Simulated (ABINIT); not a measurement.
**AlFe: band structure with PBEsol**

AlFe:

```
CELL_PARAMETERS angstrom
2.91000 0.00000 0.00000
0.00000 2.91000 0.00000
0.00000 0.00000 2.91000
ATOMIC_POSITIONS crystal
Fe 0.50000 0.50000 0.50000
Al 0.00000 0.00000 0.00000
```

```
Program                                         : ABINIT 10.8.3 (patched build)
Task                                            : band structure
Functional                                      : PBEsol
Potentials or basis                             : JTH PAW PBE v2.0
Cutoff                                          : 544 eV
k mesh                                          : 9 × 9 × 9
Occupations                                     : fermi-dirac, width 0.05 eV
Spin                                            : collinear spin, ferromagnetic start
Starting moments                                : [3.0, 0.0] μB
Fine-grid cutoff                                : 1088.46 eV
Exchange and correlation inside the PAW spheres : full angular mesh (pawxcdev 0, this build's default; the released program takes 1)
```

| Quantity | Value |
| --- | --- |
| Band gap on the k mesh | none (metal or under the smearing width) |
| Net moment | 0.67 μB per cell |
| Site moments | Fe +0.71; Al -0.02 μB |
| Valence electrons inside the program's atomic spheres | Fe 14.49; Al 0.81 |

Levels at the corners of the path, in eV from the Fermi level:
Spin up:
```csv
point,band 8,band 9,band 10,band 11,band 12,band 13
Γ,-0.36,-0.36,-0.36,6.08,6.08,6.08
X,-1.27,-1.27,-0.25,0.81,8.65,10.75
M,-2.13,-1.04,-1.04,0.39,3.05,3.82
Γ,-0.36,-0.36,-0.36,6.08,6.08,6.08
R,0.43,0.43,2.85,2.85,2.85,3.91
X,-1.27,-1.27,-0.25,0.81,8.65,10.75
```
Spin down:
```tsv
point	band 5	band 6	band 7	band 8	band 9	band 10	band 11	band 12	band 13	band 14
Γ	-10.22	-2.05	-2.05	0.44	0.44	0.44	6.11	6.11	6.11	9.26
X	-6.18	-5.84	-1.41	-0.57	-0.57	0.57	1.30	8.56	10.83	10.83
M	-4.56	-2.17	-2.13	-2.13	-0.31	-0.31	0.92	3.38	4.36	12.29
Γ	-10.22	-2.05	-2.05	0.44	0.44	0.44	6.11	6.11	6.11	9.26
R	-3.09	-3.09	-3.09	0.96	0.96	2.91	2.91	2.91	3.84	6.12
X	-6.18	-5.84	-1.41	-0.57	-0.57	0.57	1.30	8.56	10.83	10.83
```

Run time: 48 s on 1 thread of Arm Neoverse V2 (shared host), peak memory 0.12 GiB.
